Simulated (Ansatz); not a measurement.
# MoGe2N4 monolayer in a perpendicular field, part 2 of 2

What dipole does a perpendicular field induce in the MoGe2N4 monolayer, and does the gap follow? A positive field points along +c.

Ansatz 0.2.0; plane-wave DFT, PBE-D3(BJ), Ansatz PAW.

So far. Step 2 (Relaxing the slab): The lattice constant a goes from 3.020 to 2.997 Å.

**3. Single point, field 0**

A sawtooth potential applies the field, turning back in the middle of the vacuum. With the dipole correction the typed value is the field outside the slab. The induced dipole is small, so the SCF threshold is tight.

The cell differs from the one that the last finished run ended in (c 45.209 → 25.455 Å).

Contents of input.yaml:

```yaml
crystal:
  lattice:
    - [2.9967832287, 0.0, 0.0]
    - [-1.4983916144, 2.5952904057, 0.0]
    - [0.0, 0.0, 25.4548713168]
  atoms:
    - { symbol: "N", position: [0.0, 0.0, 0.3535669023] }
    - { symbol: Ge, position: [0.3333333333, 0.6666666667, 0.3786302879] }
    - { symbol: "N", position: [0.3333333333, 0.6666666667, 0.4523034689] }
    - { symbol: Mo, position: [0.0, 0.0, 0.5] }
    - { symbol: "N", position: [0.3333333333, 0.6666666667, 0.5476965311] }
    - { symbol: Ge, position: [0.3333333333, 0.6666666667, 0.6213697121] }
    - { symbol: "N", position: [0.0, 0.0, 0.6464330977] }
kpoints:
  mp_grid: { grid: [18, 18, 1] }
  band_path:
    path: [[0, 0, 0], [0.5, 0, 0], [0.33333333, 0.33333333, 0], [0, 0, 0]]
    npoints: 16
hamiltonian:
  xc: pbe
  dispersion: d3bj
scf:
  occupations: { method: fermi_dirac, width: 0.02585 }
  convergence: { dr2_threshold: 1.0e-10 }
efield:
  axis: 3
  dipole_correction: true
  ramp_position: 0.97
  ramp_width: 0.06
  amplitude: 0
output:
  dos: { projected: true, e_range: [-6, 5] }
  write_potential: true
  write_density: true
  volumetric_format: npy
  elf: true
```

Started as:

```
> ansatz run input.yaml --threads 2 --pin off --max-ram 3072MiB --backend cpu --events-out ev --progress --plain --runs-dir out
```

Numbers of over 12 decimals in the logs are rounded to 6 here.

Log:

```text
[...]
Crystal: 7 atoms, lattice volume = 197.976 Å³
Basis set: ecut = 420 eV, 3733 PW (Γ)
Bands: 38, of which v1, the nominal top of the filled ones, is band 31 counted from 1 (30 counted from 0)
Symmetry: 6 space group operations
k-points: 37 of 324 (time reversal used)
[...]
SCF iter   1: F=—  HF=-15085.043370 eV  |F-HF|=—  |Δ(HF+E_count)|=         —  Δρ=3.58e-3  dr2=1.95e-2  ethr=1.77e-3  p=0.000 e·Å  D=1.07e-14 V/Å  ΔV_dip=-0.00 eV  dr2_dipole=7.64e-8  V_vac-E_F(+/−)=5.20/5.20 eV  ⟨swp⟩=9.0  Hψ=6862  notcnv=0
efield: sawtooth ramp at fractional position 0.9700 (set: `efield.ramp_position`, or a place that a band, a saddle search or an elastic batch's reference lends), width 0.0600; the density the first Hamiltonian is built on has a dipole p = 0.000 e·Å; the dipole correction subtracts the counter field D = 1.07e-14 V/Å, which shifts the + side's vacuum level by -0.00 eV against the − side's; the planar-averaged density in the ramp window peaks in size at 2.7e-5 e/Å³
[...]
SCF iter   2: F=—  HF=-15085.046846 eV  |F-HF|=—  |Δ(HF+E_count)|=   3.48e-3  Δρ=2.06e-3  dr2=5.93e-3  ethr=3.15e-5  p=0.000 e·Å  D=8.84e-5 V/Å  ΔV_dip=-0.00 eV  dr2_dipole=1.84e-7  V_vac-E_F(+/−)=5.01/5.01 eV  ⟨swp⟩=3.0  Hψ=3140  notcnv=0  defer=66
[...]
SCF iter  11: F=-15085.048991 eV  HF=-15085.048991 eV  |F-HF|=9.09e-12  |Δ(HF+E_count)|=  6.00e-11  Δρ=2.46e-7  dr2=9.81e-11  ethr=1.00e-12  p=-0.000 e·Å  D=-3.55e-7 V/Å  ΔV_dip=0.00 eV  dr2_dipole=3.07e-12  V_vac-E_F(+/−)=5.04/5.04 eV  ⟨swp⟩=10.8  Hψ=4820  notcnv=0
SCF 1 converged in 11 iterations: F = -15085.048991 eV  dr2 = 9.81e-11
[...]
NSCF: frozen V_eff on 49 k-points
efield: sawtooth ramp at fractional position 0.9700 (kept from the solve that this one continues, or follows in the run), width 0.0600; the density the first Hamiltonian is built on has a dipole p = -0.000 e·Å; the dipole correction subtracts the counter field D = -3.55e-7 V/Å, which shifts the + side's vacuum level by +0.00 eV against the − side's; the planar-averaged density in the ramp window peaks in size at 1.8e-5 e/Å³
[...]
SCF converged after 11 iterations
Free energy (F): -15085.048991 eV
[...]
Internal energy: -15085.048991 eV  (E = F + TS)
E sigma→0 (E₀):  -15085.048991 eV
Fermi energy:    2.234561 eV
Dipole field:    D = 0.000002 V/Å  (p = 0.000002 e·Å, saw-weighted, corrected)
Work function:   Φ+ = 5.0380 eV   Φ− = 5.0381 eV
Levels:          The Fermi level and band energies are counted from a zero that moves with the ramp; work functions are not
[...]
--- Band table (eV; the first three rows and the last of 37) ---
  k-point 0: bands = [... 27 lower, -0.8774, -0.8774, -0.2338, 1.5478, 3.8588, 3.9619, 4.4514, 4.4514, ... 3 higher]
  k-point 1: bands = [... 27 lower, -1.0320, -0.9334, -0.1413, 1.5939, 3.8279, 3.9294, 4.4872, 4.5367, ... 3 higher]
  k-point 2: bands = [... 27 lower, -1.2074, -1.0899, -0.0749, 1.5496, 3.7111, 3.9728, 4.4335, 4.7706, ... 3 higher]
  k-point 36: bands = [... 27 lower, -2.0477, -0.6415, -0.0968, 1.0154, 2.8306, 4.8725, 5.1694, 5.6280, ... 3 higher]
```

It took 29 s on 2 threads of Arm Neoverse V1, shared host; peak memory 0.61 GiB; 57 s of CPU time.

In the SCF lines HF is the Harris–Foulkes energy and dr2 the Hartree energy of the density residual, in eV; the loop may stop once dr2 is under the threshold and the program's other checks hold. Hψ counts applications of the Hamiltonian.

Numbers from this step:

```
gap on the k-mesh                  : 1.237 eV
dipole along the normal            : 2.20e-6 e·Å
gap along the path                 : 1.228 eV
smallest direct gap along the path : 1.815 eV
ionisation energy, upper face      : 5.670 eV
electron affinity, upper face      : 4.442 eV
gap, the smaller of path and mesh  : 1.228 eV
```

Running mean over a fixed 2.7 Å (it still follows the layers) of the planar mean; the ramp of the sawtooth is left out. Table of electron's electrostatic potential energy less the Fermi level by z:

```tsv
z (Å)	electron's electrostatic potential energy less the Fermi level (eV)
3.0	5.04
3.5	5.04
4.0	5.04
4.5	5.04
5.0	5.04
5.5	5.03
6.0	5.02
6.5	4.96
7.0	4.60
7.5	2.77
8.0	-1.17
8.5	-4.97
9.0	-7.64
9.5	-8.74
10.0	-9.19
10.5	-8.39
11.0	-7.59
11.5	-9.22
12.0	-11.7
12.5	-13.3
13.0	-13.2
13.5	-11.5
14.0	-9.00
14.5	-7.57
15.0	-8.52
15.5	-9.18
16.0	-8.68
16.5	-7.47
17.0	-4.66
17.5	-0.794
18.0	3.03
18.5	4.67
19.0	4.97
19.5	5.02
20.0	5.04
20.5	5.04
21.0	5.04
21.5	5.04
22.0	5.04
```

The density of states has structure finer than the step of the table below, so its rows give means over 0.25 eV, whole bins alone (the curve runs from -6 to 2.57 eV). Peaks (eV: height): -3.820: 13.4, -3.460: 9.94, -2.940: 7.52, -1.730: 9.44, -1.670: 9.47, 1.640: 12.3, 2.050: 10.3.

Table of density of states by energy, zero at the Fermi level of the run, which the smearing sets inside the gap; means over each step:

```tsv
energy (eV)	density of states (states/eV a cell)
-5.75	4.61
-5.50	5.30
-5.25	4.35
-5.00	3.00
-4.75	2.73
-4.50	2.73
-4.25	2.66
-4.00	4.77
-3.75	6.89
-3.50	5.67
-3.25	3.97
-3.00	5.87
-2.75	3.17
-2.50	2.03
-2.25	0.957
-2.00	0
-1.75	4.38
-1.50	1.92
-1.25	0.805
-1.00	0.409
-0.75	0.695
-0.50	0.0257
-0.25	0
0.00	0
0.25	0
0.50	0.00731
0.75	0.329
1.00	0.480
1.25	0.705
1.50	3.92
1.75	3.55
2.00	5.99
2.25	4.81
```

Projected DOS per atom over height of the atomic layer and energy from the Fermi level. Layers: N Ge N Mo N Ge N from below.

Ten even steps from '_' (0.00 states/eV) to '@' (3.33 states/eV), each cell a mean:
```
__..__==__..__
____..@@..____
......**......
______..______
______..______
______________
______________
______________
______________
______..______
______++______
______==______
______________
..__..__..__..
==__::..::__==
::__--::--__::
--__==::==__--
..__......__..
..__......__..
..__......__..
::..::::::..::
..__::::::__..
```
Columns: height of the atomic layer (Å) from 9 to 16.5 (not evenly spaced); rows upwards: energy from the Fermi level (eV) from -5.96 to 2.59.

Electronic bands along the path, in eV, zero at the Fermi level of the run, which the smearing sets inside the gap:

```tsv
point	band 28	band 29	band 30	band 31	band 32	band 33	band 34	band 35
Γ	-3.11	-3.11	-2.47	-0.69	1.62	1.73	2.22	2.22
halfway	-3.73	-3.72	-2.63	-1.48	1.57	1.97	2.01	3.41
M	-3.11	-3.07	-2.75	-1.67	1.79	2.00	2.15	2.45
halfway	-3.57	-2.96	-2.69	-1.55	1.26	2.30	3.05	3.24
K	-4.28	-2.88	-2.33	-1.22	0.60	2.64	2.93	3.39
halfway	-3.40	-3.27	-2.71	-1.68	1.63	2.06	2.15	3.63
Γ	-3.11	-3.11	-2.47	-0.69	1.62	1.73	2.22	2.22
```

Valence density in the ca plane at fractional y = 0.667, with atoms of Ge and N within 0.2 Å of it. It is the smooth field of the valence electrons, not physical close to the nuclei.

Ten steps, logarithmic in the rise over the least value, from '0' (0 e/Å³) to '9' (34 e/Å³), each cell a mean:
```
00000000000011211000011222100000122100000000
00000000000011211000011222100000122100000000
00000000000011221101111221111111221100000000
00000000000001354212332112333213542100000000
00000000000002698324543112454326973100000000
00000000000002698424553112454337983100000000
00000000000001354223432112343223542100000000
00000000000001221111121121221111221100000000
```
Columns run along c (16.0 Å, from fractional 0.16 to 0.79 of the cell), rows up along a (3.0 Å). Atoms in or near the plane, at fractional coordinates: Ge at (0.38, 0.33), N at (0.45, 0.33), N at (0.55, 0.33), Ge at (0.62, 0.33).

Electrostatic potential energy in the ca plane at fractional y = 0.667, with atoms of Ge and N within 0.2 Å of it. With pseudopotentials it is smooth inside the atoms' cores, unlike the true potential.

Ten even steps from '0' (-44 eV) to '9' (7 eV), each cell a mean:
```
99999999999999999999988889999864578999888889
99999999999999999999988889999864478999888889
99999999999999999999876678998876678898766789
99999999999999999999853236854588874478532478
99999999999999999999731014610178840036300258
99999999999999999999731014500178840026300158
99999999999999999999852236753588873367422368
99999999999999999999876568998876788898765689
```
Columns run along c (16.0 Å, from fractional 0.05 to 0.68 of the cell; values clipped at the 3rd and 97th percentile), rows up along a (3.0 Å). Atoms in or near the plane, at fractional coordinates: Ge at (0.38, 0.33), N at (0.45, 0.33), N at (0.55, 0.33), Ge at (0.62, 0.33).

ELF in the ca plane at fractional y = 0.667, with atoms of Ge and N within 0.2 Å of it. It is the smooth field of the valence electrons, not physical close to the nuclei.

Ten even steps from '0' (0.00) to '9' (0.79), each cell a mean:
```
00000000013578764101211452121113678764200000
00000000013678764101211452121013678764200000
00000000001356653235763222576323456642000000
00000000000133322369997316999742233320000000
00000000000022100389468428748951002210000000
00000000000012100389358428737951002210000000
00000000000123312379998326999842123310000000
00000000001356543236874222687423456542000000
```
Columns run along c (16.0 Å, from fractional 0.16 to 0.79 of the cell), rows up along a (3.0 Å). Atoms in or near the plane, at fractional coordinates: Ge at (0.38, 0.33), N at (0.45, 0.33), N at (0.55, 0.33), Ge at (0.62, 0.33).

The gap is 1.23 eV, with the valence edge 5.67 eV and the conduction edge 4.44 eV under the upper vacuum level.

**4. Atoms held, field 0.1 V/Å**

input.yaml, as its differences from that of step 3:

```diff
@@ -29,5 +29,4 @@
   ramp_width: 0.06
-  amplitude: 0
+  amplitude: 0.1
 output:
-  dos: { projected: true, e_range: [-6, 5] }
   write_potential: true
@@ -35,2 +34 @@
   volumetric_format: npy
-  elf: true
```

Log:

```text
[...]
Crystal: 7 atoms, lattice volume = 197.976 Å³
Basis set: ecut = 420 eV, 3733 PW (Γ)
Bands: 38, of which v1, the nominal top of the filled ones, is band 31 counted from 1 (30 counted from 0)
Symmetry: 6 space group operations
k-points: 37 of 324 (time reversal used)
[...]
k-point 0: bands = [... 27 lower, -0.8754, -0.8754, -0.2339, 1.5476, 3.8471, 3.9729, 4.4507, 4.4507, ... 3 higher]
  k-point 1: bands = [... 27 lower, -1.0315, -0.9315, -0.1414, 1.5937, 3.8191, 3.9370, 4.4865, 4.5368, ... 3 higher]
  k-point 2: bands = [... 27 lower, -1.2072, -1.0881, -0.0749, 1.5494, 3.7084, 3.9743, 4.4331, 4.7704, ... 3 higher]
  k-point 36: bands = [... 27 lower, -2.0482, -0.6435, -0.0949, 1.0151, 2.8303, 4.8721, 5.1687, 5.6278, ... 3 higher]
[key lines of the parts left out:]
SCF converged after 17 iterations
Free energy (F): -15085.050777 eV
Fermi energy:    2.234314 eV
Dipole field:    D = 0.032657 V/Å  (p = 0.035730 e·Å, saw-weighted, corrected)
```

The job ended after 35 s (2 threads; peak memory 0.59 GiB; 70 s of CPU time).

The dipole is 0.0357 e·Å, and the gap 1.228 eV.

**5. Single point, field -0.1 V/Å**

input.yaml, as its differences from that of step 4:

```diff
@@ -29,3 +29,3 @@
   ramp_width: 0.06
-  amplitude: 0.1
+  amplitude: -0.1
 output:
```

Log:

```text
[...]
Crystal: 7 atoms, lattice volume = 197.976 Å³
Basis set: ecut = 420 eV, 3733 PW (Γ)
Bands: 38, of which v1, the nominal top of the filled ones, is band 31 counted from 1 (30 counted from 0)
Symmetry: 6 space group operations
k-points: 37 of 324 (time reversal used)
[...]
k-point 0: bands = [... 27 lower, -0.8754, -0.8754, -0.2339, 1.5476, 3.8471, 3.9729, 4.4507, 4.4507, ... 3 higher]
  k-point 1: bands = [... 27 lower, -1.0315, -0.9315, -0.1414, 1.5937, 3.8191, 3.9370, 4.4865, 4.5368, ... 3 higher]
  k-point 2: bands = [... 27 lower, -1.2072, -1.0881, -0.0749, 1.5494, 3.7084, 3.9743, 4.4331, 4.7704, ... 3 higher]
  k-point 36: bands = [... 27 lower, -2.0482, -0.6435, -0.0949, 1.0151, 2.8303, 4.8721, 5.1687, 5.6278, ... 3 higher]
[key lines of the parts left out:]
SCF converged after 17 iterations
Free energy (F): -15085.050777 eV
Fermi energy:    2.234312 eV
Dipole field:    D = -0.032657 V/Å  (p = -0.035730 e·Å, saw-weighted, corrected)
```

Wall time 35 s (2 threads); peak memory 0.59 GiB.

The dipole is -0.0357 e·Å, and the gap 1.228 eV.

**6. Response, atoms held**

This step: plane-wave DFT, PBE-D3(BJ), Ansatz PAW; response to a field along the normal, atoms held (Ansatz 0.2.0).

The dipoles give the slope, and the difference of two potentials shows where the field is screened.

This step gave:

* equivalent conductor thickness p/(ε₀AE): 8.313 Å
* distance between the outer atoms: 7.455 Å

Dipole of the cell against applied field:

```tsv
applied field (V/Å)	dipole of the cell (e·Å)
-0.1000	-0.0357
0.0000	2.2e-6
0.1000	0.0357
```

Local field over the applied field, running mean. From the potentials at -0.1 and 0.1 V/Å; running mean over 2.5 Å. Table of local field over applied field by z:

```tsv
z (Å)	local field over applied field
4.5	1.000
5.0	0.999
5.5	0.995
6.0	0.984
6.5	0.953
7.0	0.877
7.5	0.741
8.0	0.576
8.5	0.401
9.0	0.266
9.5	0.183
10.0	0.148
10.5	0.137
11.0	0.131
11.5	0.110
12.0	0.0817
12.5	0.0622
13.0	0.0635
13.5	0.0839
14.0	0.113
14.5	0.132
15.0	0.138
15.5	0.150
16.0	0.188
16.5	0.276
17.0	0.416
17.5	0.592
18.0	0.755
18.5	0.886
19.0	0.957
19.5	0.986
20.0	0.996
20.5	0.999
21.0	1.000
```

The induced electron density oscillates, so the rows of the table below give means over windows of 0.5 Å about each position, cut where the curve ends. Its maxima inside the range that stand out by 2 % of the span (Å: e/Å³ per V/Å): 8.20: 0.00381, 9.19: 0.00181, 10.61: 0.00108, 11.60: 0.00177, 13.29: 4.1e-4, 14.28: 3.7e-4, 15.56: 0.00202, 16.55: -6.3e-4. Its minima: 8.91: 6.3e-4, 9.90: -0.00202, 11.17: -3.7e-4, 12.16: -4.1e-4, 13.86: -0.00177, 14.85: -0.00108, 16.26: -0.00181, 17.25: -0.00381.

Electrons, planar mean, per unit field. Induced electron density against z; means over each step:

z (Å), induced electron density (e/Å³ per V/Å) and a bar from the least value:
```
      4.5    0.00000 ###############
      5.0    0.00001 ###############
      5.5    0.00002 ###############
      6.0    0.00007 ###############
      6.5    0.00022 ################
      7.0    0.00066 ##################
      7.5    0.00170 #######################
      8.0    0.00329 ##############################
      8.5    0.00279 ############################
      9.0    0.00117 ####################
      9.5    0.00013 ###############
     10.0   -0.00145 ########
     10.5    0.00064 ##################
     11.0    0.00028 ################
     11.5    0.00100 ###################
     12.0   -0.00005 ##############
     12.5   -0.00014 ##############
     13.0    0.00017 ###############
     13.5   -0.00008 ##############
     14.0   -0.00088 ###########
     14.5   -0.00039 #############
     15.0   -0.00051 ############
     15.5    0.00154 ######################
     16.0   -0.00040 #############
     16.5   -0.00116 #########
     17.0   -0.00299 #
     17.5   -0.00316 
     18.0   -0.00159 #######
     18.5   -0.00059 ############
     19.0   -0.00020 ##############
     19.5   -0.00006 ##############
     20.0   -0.00002 ###############
     20.5   -0.00001 ###############
     21.0    0.00000 ###############
```

The smaller of the gaps on the path and on the k-mesh, counted as 0 under 0.03 eV. The gap stays at 1.23 eV for applied field from -0.1 to 0.1 V/Å.

By hand: between -0.1 and 0.1 V/Å the dipole changes by 0.07146 e·Å, a slope of 0.3573 e·Å²/V. A perfect conductor of thickness t has p = ε₀AEt, so t = 180.95 × 0.3573 / 7.778 = 8.31 Å (e/ε₀ = 180.95 V·Å, A in Å²).

The induced dipole is that of a conductor 8.31 Å thick.

**7. Results**

| Item | Value |
| --- | --- |
| gap without field | 1.23 eV |
| ionisation energy, upper face | 5.67 eV |
| electron affinity, upper face | 4.44 eV |
| equivalent conductor thickness, atoms held | 8.31 Å |

**Reading.** The induced dipole equals that of a perfect conductor 8.31 Å thick, while the outer atoms lie 7.45 Å apart; an out-of-plane ε follows only once a thickness t is chosen, by 1 − 1/ε = 8.31 Å / t. The gap stays within 0.01 eV of 1.23 eV over the fields run, up to 0.1 V/Å in size. Semilocal functionals give gaps that are too small, and excitons are not included. Spin-orbit coupling is left out, which matters for the bands of elements this heavy. The outer anions sit over the metal atoms, one of several polytypes of such layers and not the lowest for every compound.

[Logs are printed without paths, hosts, clocks, repeated set-up lines and the standing remarks that a program may print on its own settings, such as how far it seeks lower states.]

[Hosts, paths, dates, database ids (printed as entryN), source tags and the programs' standing remarks are cut or masked in the printed files.]

[Maps of the electrostatic potential energy from Ansatz leave out the sawtooth potential of an applied field or a dipole correction, so their vacuum need not be flat; planar profiles and work functions include it.]

[The density of states shown here was stored with 400 of the rows of the run's finer table, so its peaks can read low, often by over a quarter, or be missed, and its means over a window can be off by a tenth or more.]
